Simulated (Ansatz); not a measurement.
# In: energies, forces and stress near the listed structure

How do energy, forces, pressure and gap of In change under swapped elements, other functionals? Each case is one self-consistent run.

Program: Ansatz 0.2.0. Level of theory: DFT PBE, scalar-relativistic, plane waves, PAW, unless a step's input says otherwise. These are calculated values, not measurements.

1 further run of the same task is left out (set aside as unsound or not needed).

## Step 1: Starting point

The structure is tetragonal, space group I4/mmm (No. 139). Conventional cell: a = 3.252 Å, b = 3.252 Å, c = 4.948 Å, α = 90.00°, β = 90.00°, γ = 90.00°. In (site symmetry 4/mmm) has 12 In at 3.25 to 3.38 Å as nearest neighbours.

Coordinates:

```
In
1.0
    -1.62615    1.62615    2.47395
     1.62615   -1.62615    2.47395
     1.62615    1.62615   -2.47395
In
1
Cartesian
  0.0000 0.0000 0.0000
```

The structure comes from the Crystallography Open Database.

## Step 2: One element swapped, cell strained: In → Al, first probe

What differs from the listed cell: Al takes all sites of In, and lengths are scaled by 0.911 as a first guess of the size; strain xx, yy, zz, yz, xz, xy = +1.4, +1.4, +7.4, +0.0, +0.0, +0.0 %.

The input, input.yaml:

```yaml
crystal:
  lattice:
    - [-1.5022333619, 1.5022333619, 2.4206947418]
    - [1.5022333619, -1.5022333619, 2.4206947418]
    - [1.5022333619, 1.5022333619, -2.4206947418]
  atoms:
    - { symbol: Al, position: [0.0, 0.0, 0.0] }
basis:
  ecutwfc: 420
kpoints:
  mp_grid: { grid: [8, 8, 8] }
hamiltonian:
  xc: pbe
scf:
  occupations: { method: gaussian, width: 0.1 }
output:
  forces: true
  stress: true
  eigenvalues: true
```

The run is started by

```bash
> ansatz run input.yaml --threads 1 --pin off --max-ram 1331MiB --backend cpu --events-out ev --progress --plain --runs-dir out
```

## Step 3: Substitution of an element, cell strained: In → Al

Edit input.yaml of step 2 so:

```diff
@@ -10,3 +10,3 @@
 kpoints:
-  mp_grid: { grid: [8, 8, 8] }
+  mp_grid: { grid: [20, 20, 20] }
 hamiltonian:
```

## Step 4: Another functional, on a distorted cell: PBEsol

The input, input.yaml:

```yaml
crystal:
  lattice:
    - [-1.6164418845, 1.6164418845, 2.4220712685]
    - [1.6164418845, -1.6164418845, 2.4220712685]
    - [1.6164418845, 1.6164418845, -2.4220712685]
  atoms:
    - { symbol: In, position: [0.0, 0.0, 0.0] }
basis:
  ecutwfc: 420
kpoints:
  mp_grid: { grid: [18, 18, 18] }
hamiltonian:
  xc: pbesol
scf:
  occupations: { method: gaussian, width: 0.1 }
output:
  forces: true
  stress: true
  eigenvalues: true
```

**Question.** What will these runs give? Wanted: for each run, case; energy; pressure; largest force.

The runs gave:

```
step                                                case  energy (meV/atom)  pressure (GPa)  largest force (eV/Å)  gap on the mesh (eV)
   3  substitution of an element, cell strained: In → Al                n/a           -10.6                  0.00                  0.00
   4     another functional, on a distorted cell: PBEsol                n/a             0.5                  0.00                  0.00
```

Other atoms or functionals have another zero of energy (n/a). A gap of 0.00 means none on the mesh at this level.

**Reading.** 
